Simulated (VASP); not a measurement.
Crystal: Ag.

```
Ag
1.0
    -1.62298    1.62298    1.62298
     1.62298   -1.62298    1.62298
     1.62298    1.62298   -1.62298
Ag
1
Direct
  0.00000 0.00000 0.00000
```

This isn't the form of Ag at room conditions, which is fcc.

- Program: VASP 6.6.1
- Task: relaxation of cell and atoms
- Functional: RPBE
- Potentials or basis: VASP PAW PBE potentials, release 64 (Ag)
- Cutoff: 600 eV
- k mesh: 18 × 18 × 18
- Occupations: gaussian, width 0.1 eV
- Spin: no spin polarisation

At the start: pressure 9.2 GPa; volume 17.10 Å³/atom.

Problem. How do energy, volume and symmetry change on relaxing?

Solution. Over 3 steps the energy falls by 45.4 meV/atom and the volume is 18.85 Å³/atom (+10.2 %); space group Im-3m (No. 229, to 0.05 Å).

The path:
| step | energy change (eV) | largest force (eV/Å) | pressure (GPa) | volume (Å³) |
| --- | --- | --- | --- | --- |
| 1 | 0.0000 | 0.0000 | 9.19 | 17.10 |
| 2 | -0.0388 | 0.0000 | -2.59 | 19.65 |
| 3 | -0.0454 | 0.0000 | 0.04 | 18.85 |

Final structure:
```
CELL_PARAMETERS angstrom
-1.67661 1.67661 1.67661
1.67661 -1.67661 1.67661
1.67661 1.67661 -1.67661
ATOMIC_POSITIONS crystal
Ag 0.00000 0.00000 0.00000
```

Caveat: the PAW data sets were made with another functional, which shifts forces and pressure a little.
